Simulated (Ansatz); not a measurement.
# Rh: the cost of one run

Program: Ansatz 0.2.0. Level of theory: DFT PBE, scalar-relativistic, plane waves, PAW. These are calculated values, not measurements.

2 further runs of the same task are left out: 2 set aside as unsound or not needed. Runs told in other sessions of the task aren't counted.

## (1) The system as given

Symmetry: Fm-3m, No. 225, cubic system. The conventional cell has a = 3.830 Å, b = 3.830 Å, c = 3.830 Å, α = 90.00°, β = 90.00°, γ = 90.00°. Rh (site symmetry m-3m) is surrounded by 12 Rh at 2.71 Å.

As a file:

```xyz
6
Lattice="1.9150 -1.9150 0.0000 1.9150 0.0000 -1.9150 7.6599 7.6599 7.6599" Properties=species:S:1:pos:R:3 pbc="T T T"
Rh    3.8299    0.0000    0.0000
Rh    0.0000    0.0000    0.0000
Rh    3.8299    1.9150    1.9150
Rh    7.6599    3.8299    3.8299
Rh    3.8299    3.8299    3.8299
Rh    7.6599    5.7449    5.7449
```

It is built from the cell relaxed beforehand with the same method (14.04 Å³/atom).

## (2) The reference cell

The cell is repeated 6 times, 6 atoms in all. Reference values: F = -38417.3796 eV; pressure 0.10 GPa; largest force 0.000 eV/Å; gap on the mesh none (metal). It was computed beforehand with the settings of the runs below.

## (3) The scan: a stacking-fault curve

The cut lies on the cell's a–b face, a (1 1 1) plane of area 6.35 Å², between layers 2.21 Å apart (Rh below, Rh above); the cell is 13.3 Å thick. Vector c is tilted by f times 1·a + 1·b (length 4.691 Å) with the atoms' Cartesian places fixed: one unrelaxed fault per cell.

## (4) Point f = 0.167

input.yaml

```yaml
crystal:
  lattice:
    - [1.9149654119, -1.9149654119, 0.0]
    - [1.9149654119, 0.0, -1.9149654119]
    - [8.298311116, 7.3406369135, 7.3406369135]
  atoms:
    - { symbol: Rh, position: [0.6527777783, 0.6527777783, 0.0833166667] }
    - { symbol: Rh, position: [-0.152805555, -0.152805555, 0.91665] }
    - { symbol: Rh, position: [0.2916611117, 0.2916611117, 0.2499833333] }
    - { symbol: Rh, position: [0.5694277783, 0.5694277783, 0.5833166667] }
    - { symbol: Rh, position: [-0.069455555, -0.069455555, 0.41665] }
    - { symbol: Rh, position: [0.2083111117, 0.2083111117, 0.7499833333] }
basis:
  ecutwfc: 420
kpoints:
  mp_grid: { grid: [25, 25, 5] }
hamiltonian:
  xc: pbe
scf:
  occupations: { method: gaussian, width: 0.15 }
output:
  forces: true
  stress: true
  eigenvalues: true
```

The run is started by

```console
> ansatz run input.yaml --threads 2 --pin off --max-ram 5120MiB --backend cpu --events-out ev --progress --plain --runs-dir out
```

What time and memory should one allow on 2 threads of Oxide Virtual Turin-like (Zen 5), shared host?

About 85 s, with a peak of 2.6 GiB.
